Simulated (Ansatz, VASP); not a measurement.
Si2Ni: VASP beside Ansatz

INCAR

```
SYSTEM = Si2Ni
PREC     = Accurate       ! precision mode
ENCUT    = 500            ! plane-wave cutoff, eV
EDIFF    = 1E-6           ! SCF threshold, eV
ISMEAR   = 0              ! smearing method
SIGMA    = 0.05           ! smearing width, eV
LREAL    = .FALSE.        ! projectors in reciprocal space
LASPH    = .TRUE.         ! aspherical terms in the spheres
NELM     = 120            ! most SCF steps
ALGO     = Normal         ! electronic algorithm
ISIF     = 2              ! what is computed and relaxed
LWAVE    = .FALSE.        ! write WAVECAR
LCHARG   = .FALSE.        ! write CHGCAR
ISPIN    = 2              ! spin polarisation
MAGMOM   = 1 0 0          ! initial moments
LORBIT   = 11             ! projections on sites
LMAXMIX  = 4              ! l up to which the mixer works
```

KPOINTS

```
Automatic mesh
0
G
  9 9 9
  0 0 0
```

Contents of POSCAR:

```
Si2Ni
1.0
    0.0000000000      2.7030000000      2.7030000000
    2.7030000000      0.0000000000      2.7030000000
    2.7030000000      2.7030000000      0.0000000000
Ni Si
1 2
Direct
    0.0000000000      0.0000000000      0.0000000000
    0.7500000000      0.7500000000      0.7500000000
    0.2500000000      0.2500000000      0.2500000000
```

File input.yaml:

```yaml
crystal:
  lattice:
    - [0.0, 2.703, 2.703]
    - [2.703, 0.0, 2.703]
    - [2.703, 2.703, 0.0]
  atoms:
    - { symbol: Ni, position: [0.0, 0.0, 0.0], spin: 1.0 }
    - { symbol: Si, position: [0.75, 0.75, 0.75] }
    - { symbol: Si, position: [0.25, 0.25, 0.25] }
hamiltonian:
  xc: lda
  pseudopotentials: { kind: paw }
magnetization:
  spin_polarized: true
kpoints:
  mp_grid: { grid: [9, 9, 9] }
scf:
  occupations: { method: gaussian, width: 0.05 }
output:
  forces: true
  stress: true
  eigenvalues: true
```

Alike in both runs: task single point; functional LDA; k mesh 9 × 9 × 9; occupations gaussian, width 0.05 eV; collinear spin, ferromagnetic start.

|  | VASP | Ansatz |
| --- | --- | --- |
| version | VASP 6.6.1 | Ansatz 0.2.0 |
| potentials or method | VASP PAW LDA potentials, release 64 (Ni, Si) | Ansatz PAW |
| plane-wave cutoff (eV) | 500 | 420 |
| valence electrons in the cell | 18 | 26 |

Ansatz gave:

- gap on the k mesh at the Fermi level (eV): none
- pressure (GPa): -4.2
- net moment per atom (μB): 0.00

Problem. Which values does VASP return?

Solution. gap on the k mesh at the Fermi level (eV): none; pressure (GPa): -3.7; net moment per atom (μB): 0.00.

A gap of «none» marks a metal or a gap that the smearing closes. The two sets of potentials don't hold the same shells in valence.

Caveats: the PAW data sets come from PBE, with cores solved anew for the run's functional, which leaves a small shift of forces and pressure (Ansatz); the starting moments weren't kept (Ansatz).
